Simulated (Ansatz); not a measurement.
# Mo: symmetry broken, then relaxed

All numbers below come from DFT PBEsol, scalar-relativistic, plane waves, PAW (Ansatz). Cutoff 420 eV, Γ-centred 16×16×16 k-points, Gaussian smearing of 0.15 eV. No spin polarisation. Energies are free energies at this smearing, counted from the undisturbed cell; pressure is positive in compression.

Reference structure (relaxed at this level):

```yaml
crystal:
  lattice:
    - [-1.56465, 1.56465, 1.56465]
    - [1.56465, -1.56465, 1.56465]
    - [1.56465, 1.56465, -1.56465]
  atoms:
    - { symbol: Mo, position: [0.00000, 0.00000, 0.00000] }
```

The cell is strained by (-0.0796, 0.0123, 0.0674, 0.0663, 0.1908, 0.1095) (xx, yy, zz, yz, xz, xy; engineering shear). Cell and atoms are then relaxed.

**Question.** Does the relaxation return to the undisturbed structure?

**Answer.** Yes (up to a choice of domain or origin): same space group and volume, and an energy 0.0 meV/atom from it. The disturbance itself cost 362.0 meV/atom. The final space group reads Im-3m (tolerance 0.05 Å) and the volume changes by -0.03 %.

Final structure:

```
Mo
1.0
    -1.56424    1.56444    1.56438
     1.56449   -1.56454    1.56469
     1.56437    1.56465   -1.56447
Mo
1
Cartesian
  0.0000 0.0000 0.0000
```

The relaxation, step by step (energy from the first step; small jumps at an unchanged geometry come where the plane waves are selected anew for the new cell):

| step | ΔE (meV/atom) | largest force component (eV/Å) | pressure (GPa) |
| --- | --- | --- | --- |
| 1 | 0.0 | 0.000 | 12.68 |
| 2 | -147.8 | 0.000 | -0.44 |
| 3 | -288.9 | 0.000 | 0.33 |
| 4 | -354.5 | 0.000 | 3.46 |
| 5 | -359.7 | 0.000 | 0.28 |
| 6 | -359.9 | 0.000 | -0.01 |
| 7 | -361.9 | 0.000 | 0.27 |
| 8 | -362.0 | 0.000 | 0.00 |
| 9 | -362.0 | 0.000 | 0.00 |

Frames along the relaxation (Å, eV/Å):

```xyz
1
Lattice="-1.205 1.550 1.573 1.504 -1.446 1.767 1.376 1.618 -1.469" Properties=species:S:1:pos:R:3:forces:R:3 pbc="T T T" step=1
Mo    0.000    0.000    0.000    0.000    0.000    0.000
1
Lattice="-1.306 1.566 1.585 1.539 -1.488 1.738 1.435 1.616 -1.506" Properties=species:S:1:pos:R:3:forces:R:3 pbc="T T T" step=2
Mo    0.000    0.000    0.000    0.000    0.000    0.000
1
Lattice="-1.414 1.565 1.559 1.553 -1.520 1.649 1.491 1.596 -1.514" Properties=species:S:1:pos:R:3:forces:R:3 pbc="T T T" step=3
Mo    0.000    0.000    0.000    0.000    0.000    0.000
1
Lattice="-1.526 1.553 1.539 1.565 -1.549 1.570 1.550 1.571 -1.537" Properties=species:S:1:pos:R:3:forces:R:3 pbc="T T T" step=4
Mo    0.000    0.000    0.000    0.000    0.000    0.000
1
Lattice="-1.555 1.560 1.562 1.563 -1.559 1.570 1.561 1.565 -1.562" Properties=species:S:1:pos:R:3:forces:R:3 pbc="T T T" step=5
Mo    0.000    0.000    0.000    0.000    0.000    0.000
1
Lattice="-1.560 1.563 1.563 1.563 -1.564 1.567 1.562 1.566 -1.563" Properties=species:S:1:pos:R:3:forces:R:3 pbc="T T T" step=6
Mo    0.000    0.000    0.000    0.000    0.000    0.000
1
Lattice="-1.560 1.563 1.563 1.563 -1.564 1.567 1.562 1.566 -1.563" Properties=species:S:1:pos:R:3:forces:R:3 pbc="T T T" step=7
Mo    0.000    0.000    0.000    0.000    0.000    0.000
1
Lattice="-1.564 1.564 1.564 1.564 -1.565 1.565 1.564 1.565 -1.564" Properties=species:S:1:pos:R:3:forces:R:3 pbc="T T T" step=8
Mo    0.000    0.000    0.000    0.000    0.000    0.000
1
Lattice="-1.564 1.564 1.564 1.564 -1.565 1.565 1.564 1.565 -1.564" Properties=species:S:1:pos:R:3:forces:R:3 pbc="T T T" step=9
Mo    0.000    0.000    0.000    0.000    0.000    0.000
```

Cost: 3 runs of about 1.8 core-minutes in all, on Intel Xeon 6975P-C (Granite Rapids) (shared hosts).